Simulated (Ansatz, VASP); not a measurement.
## Nb in VASP and in Ansatz

The input INCAR:

```
SYSTEM = Nb
PREC = Accurate
ENCUT = 520
EDIFF = 1E-6
ISMEAR = -1
SIGMA = 0.1
LREAL = .False.
LASPH = .True.
NELM = 60
ALGO = Fast
ISIF = 2
LWAVE = .False.
LCHARG = .True.
GGA = PE
LELF = .True.
LVHAR = .True.
NBANDS = 20
```

KPOINTS

```
regular mesh
0
Gamma
  12 12 7
  0 0 0
```

The input POSCAR:

```
Nb
1.0
    1.5489890000      2.6829260000      0.0000000000
   -1.5489890000      2.6829260000      0.0000000000
    0.0000000000      0.0000000000      4.8638980000
Nb
2
Direct
    0.3333300000      0.3333400000      0.2500000000
    0.6666600000      0.6666700000      0.7500000000
```

Input for Ansatz:

```yaml
crystal:
  lattice:
    - [1.548989, 2.682926, 0.0]
    - [-1.548989, 2.682926, 0.0]
    - [0.0, 0.0, 4.863898]
  atoms:
    - { symbol: Nb, position: [0.33333, 0.33334, 0.25] }
    - { symbol: Nb, position: [0.66666, 0.66667, 0.75] }
  symmetry: { tolerance: 0.0003 }
kpoints:
  mp_grid: { grid: [12, 12, 7], shift: [0, 0, 0] }
  band_path:
    path:
      - [0.0, 0.0, 0.0]
      - [0.5, 0.0, 0.0]
      - [0.66666667, 0.33333333, 0.0]
      - [0.0, 0.0, 0.0]
      - [0.0, 0.0, 0.5]
      - [0.5, 0.0, 0.5]
      - [0.66666667, 0.33333333, 0.5]
      - [0.0, 0.0, 0.5]
      - [0.5, 0.0, 0.5]
      - [0.5, 0.0, 0.0]
      - [0.66666667, 0.33333333, 0.5]
    npoints: 6
magnetization:
  spin_polarized: false
scf:
  occupations: { method: fermi_dirac }
  lower_state_search: "off"
  max_iter: 200
hamiltonian:
  pseudopotentials: { kind: paw }
  xc: pbe
basis:
  ecutwfc: 420
  fft_grid_basis: typed
output:
  forces: true
  stress: true
  eigenvalues: true
  bader: true
  populations: true
  elf: true
  write_potential: true
  volumetric_format: npy
  dos:
    e_range: [-12, 8]
    de: 0.05
    projected: { site_lists: { Nb: [Nb] } }
checkpoint:
  read: saved_state
```

The cell was built by a generator and needn't be a form met in nature.

Alike in both runs: task single point; functional PBE; k mesh 12 × 12 × 7; no spin polarisation.

|  | VASP | Ansatz |
| --- | --- | --- |
| version | VASP 6.6.1 | Ansatz 0.2.0 |
| potentials or method | VASP PAW PBE potentials, release 64 (Nb_sv) | PAW plane waves |
| plane-wave cutoff (eV) | 520 | 420 |
| occupations | fermi-dirac, width 0.1 eV | fermi-dirac |
| valence electrons in the cell | 26 | 26 |

|  | VASP | Ansatz | Ansatz less VASP |
| --- | --- | --- | --- |
| pressure (GPa) | -11.1 | -10.9 | +0.26 |
| largest component of the traceless stress (GPa) | 4.00 | 3.96 | -0.037 |

Ansatz warned: «structure_snapped_to_symmetry».
